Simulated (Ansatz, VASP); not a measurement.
## One calculation of SiC, two programs

INCAR

```
SYSTEM = SiC
PREC = Accurate
ENCUT = 520
EDIFF = 1E-6
ISMEAR = 0
SIGMA = 0.01
LREAL = .FALSE.
LASPH = .TRUE.
NELM = 80
ALGO = Normal
ISIF = 2
LWAVE = .FALSE.
LCHARG = .TRUE.
GGA = CA
LELF = .TRUE.
LVHAR = .TRUE.
NBANDS = 16
```

File KPOINTS:

```
regular mesh
0
G
  8 8 4
  0 0 0
```

The input POSCAR:

```
SiC
1.0
    2.9952346229      0.0000000000      0.0000000000
   -1.4976173115      2.5939492737      0.0000000000
    0.0000000000      0.0000000000      5.0377271723
Si C
2 2
Direct
    0.3333333333      0.6666666667      0.0060887436
    0.6666666667      0.3333333333      0.5060887436
    0.3333333333      0.6666666667      0.3789112564
    0.6666666667      0.3333333333      0.8789112564
```

Input for Ansatz:

```yaml
crystal:
  lattice:
    - [2.99523462291, 0.0, 0.0]
    - [-1.49761731146, 2.59394927374, 0.0]
    - [0.0, 0.0, 5.03772717226]
  atoms:
    - { symbol: Si, position: [0.333333333333, 0.666666666667, 0.006088743622] }
    - { symbol: Si, position: [0.666666666667, 0.333333333333, 0.506088743622] }
    - { symbol: C, position: [0.333333333333, 0.666666666667, 0.378911256378] }
    - { symbol: C, position: [0.666666666667, 0.333333333333, 0.878911256378] }
kpoints:
  mp_grid: { grid: [8, 8, 4] }
scf:
  occupations: { method: fixed }
  convergence: { dr2_threshold: 1.0e-10 }
hamiltonian:
  xc: lda
  pseudopotentials: { kind: all_electron, lapw: { basis_error: 0.0005 } }
output:
  forces: true
  stress: true
  eigenstates:
    kpoints:
      - [0.0, 0.0, 0.0]
      - [-0.666666667, 0.333333333, 0.0]
      - [0.5, -0.5, 0.0]
      - [0.0, 0.5, 0.0]
      - [0.5, 0.0, 0.0]
      - [0.0, 0.0, -0.5]
      - [-0.5, 0.0, -0.5]
      - [-0.5, 0.5, -0.5]
      - [0.0, -0.5, -0.5]
  eigenvalues: true
```

Change from the starting cell: film at in-plane strain -0.02.

Alike in both runs: task single point; functional LDA; k mesh 8 × 8 × 4; no spin polarisation.

|  | VASP | Ansatz |
| --- | --- | --- |
| version | VASP 6.6.1 | Ansatz 0.2.0 |
| potentials or method | VASP PAW LDA potentials, release 64 (Si, C) | all-electron LAPW, scalar-relativistic |
| plane-wave cutoff (eV) | 520 | see its input |
| occupations | gaussian, width 0.01 eV | fixed |

Ansatz gave:

```
gap on the k mesh at the Fermi level (eV)       : 2.13
pressure (GPa)                                  : 9.0
largest component of the traceless stress (GPa) : 8.99
```

Task: Estimate VASP's values.

Result: gap on the k mesh at the Fermi level (eV): 2.12; pressure (GPa): 9.4; largest component of the traceless stress (GPa): 9.05.

Ansatz ran all-electron here, so the differences hold the error of VASP's frozen core and of both bases.

A k mesh can miss the band edges.
